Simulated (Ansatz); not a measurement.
The system is ZrS2.

```
CELL_PARAMETERS angstrom
3.69138 0.00000 0.00000
-1.84569 3.19683 0.00000
0.00000 0.00000 6.04108
ATOMIC_POSITIONS crystal
Zr 0.00000 0.00000 0.00000
S 0.33333 0.66667 0.23791
S 0.66667 0.33333 0.76209
```

The cell is a database's computed one.

| Property | Result |
| --- | --- |
| Program | Ansatz 0.2.0 |
| Task | relaxation of cell and atoms |
| Functional | rPW86-PBE |
| Potentials or basis | Ansatz PAW |
| Cutoff | 420 eV (not typed: the program's choice for these potentials) |
| k mesh | 8 × 8 × 5 |
| Occupations | fermi-dirac, width 0.05 eV |
| Spin | no spin polarisation |

At the start: volume 23.76 Å³/atom.

Task: Where does the relaxation end?

Result: It ends after 9 steps and the volume is 26.12 Å³/atom (+9.9 %); space group P-3m1 (No. 164, to 0.05 Å).

Step by step:
```tsv
step	energy change (eV)	largest force (eV/Å)	volume (Å³)
1	0.0000	0.3170	71.29
2	-0.0193	0.1815	76.85
3	-0.0320	0.0299	75.75
4	-0.0334	0.0148	76.26
5	-0.0338	0.0337	76.63
6	-0.0344	0.0038	77.54
7	-0.0344	0.0026	78.20
8	-0.0344	0.0005	78.36
9	-0.0360	0.0001	78.36
```

Final structure:
```cif
data_structure
_symmetry_space_group_name_H-M 'P 1'
_symmetry_Int_Tables_number 1
_cell_length_a 3.7434
_cell_length_b 3.7434
_cell_length_c 6.4570
_cell_angle_alpha 90.000
_cell_angle_beta 90.000
_cell_angle_gamma 120.000
_cell_volume 78.36
loop_
_atom_site_label
_atom_site_type_symbol
_atom_site_fract_x
_atom_site_fract_y
_atom_site_fract_z
_atom_site_occupancy
Zr1 Zr 0.00000 0.00000 0.00000 1
S1 S 0.33333 0.66667 0.22394 1
S2 S 0.66667 0.33333 0.77606 1
```

Caveat: the plane-wave basis is chosen anew once the cell has moved, so the energies of steps on either side of that aren't comparable; the PAW data sets come from PBE, with cores solved anew for the run's functional, which leaves a small shift of forces and pressure.
